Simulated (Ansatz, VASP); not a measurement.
## One calculation of MgI2, two programs

File INCAR:

```
PREC = Accurate
ENCUT = 520
EDIFF = 1E-6
ISMEAR = 0
SIGMA = 0.05
LREAL = F
LASPH = T
NELM = 80
ALGO = Normal
ISIF = 2
LWAVE = F
LCHARG = F
GGA = PE
NBANDS = 15
```

KPOINTS

```
Automatic mesh
0
Gamma
  6 6 4
```

Contents of POSCAR:

```
MgI2
1.0
    4.0918639477      0.0000000000      0.0000000000
   -2.0459319739      3.5436581276      0.0000000000
    0.0000000000      0.0000000000      7.5975677033
Mg I
1 2
Direct
    0.0000000000      0.0000000000      0.0000000000
    0.3333333333      0.6666666667      0.8012283115
    0.6666666667      0.3333333333      0.1987716885
```

Input for Ansatz:

```yaml
crystal:
  lattice:
    - [4.0918639477, 0.0, 0.0]
    - [-2.0459319739, 3.5436581276, 0.0]
    - [0.0, 0.0, 7.5975677033]
  atoms:
    - { symbol: Mg, position: [0.0, 0.0, 0.0] }
    - { symbol: I, position: [0.3333333333, 0.6666666667, 0.8012283115] }
    - { symbol: I, position: [0.6666666667, 0.3333333333, 0.1987716885] }
basis:
  ecutwfc: 520.0
kpoints:
  mp_grid: { grid: [6, 6, 4] }
hamiltonian:
  xc: pbe
scf:
  occupations: { method: gaussian, width: 0.05 }
output:
  forces: true
  stress: true
  eigenvalues: true
```

Alike in both runs: task single point; functional PBE; k mesh 6 × 6 × 4; occupations gaussian, width 0.05 eV; no spin polarisation.

```csv
,VASP,Ansatz
version,VASP 6.6.1,Ansatz 0.2.0
potentials or method,"VASP PAW PBE potentials, release 64 (Mg, I)","scalar-relativistic, plane waves, PAW"
plane-wave cutoff (eV),520,520
valence electrons in the cell,16,44
```

|  | VASP | Ansatz | Ansatz less VASP |
| --- | --- | --- | --- |
| gap on the k mesh at the Fermi level (eV) | 3.82 | 3.83 | +0.017 |
| least direct gap on the mesh (eV) | 4.21 | 4.23 | +0.018 |
| pressure (GPa) | 4.7 | 4.7 | +0.04 |
| largest component of the traceless stress (GPa) | 0.64 | 0.63 | -0.008 |
| rms of the force components (eV/Å) | 0.568 | 0.572 | +0.0037 |

Atom by atom the forces differ by 0.004 eV/Å (rms over components). The two sets of potentials don't hold the same shells in valence.

Caveats: spin-orbit coupling is left out, which moves the levels of the heavy elements; this functional lacks dispersion, which binds the layers, so the pressure and a relaxed spacing across them are unreliable; forces of over 1 eV/Å show positions far from the minimum, so gaps and moduli don't describe the material at rest. A k mesh can miss the band edges.
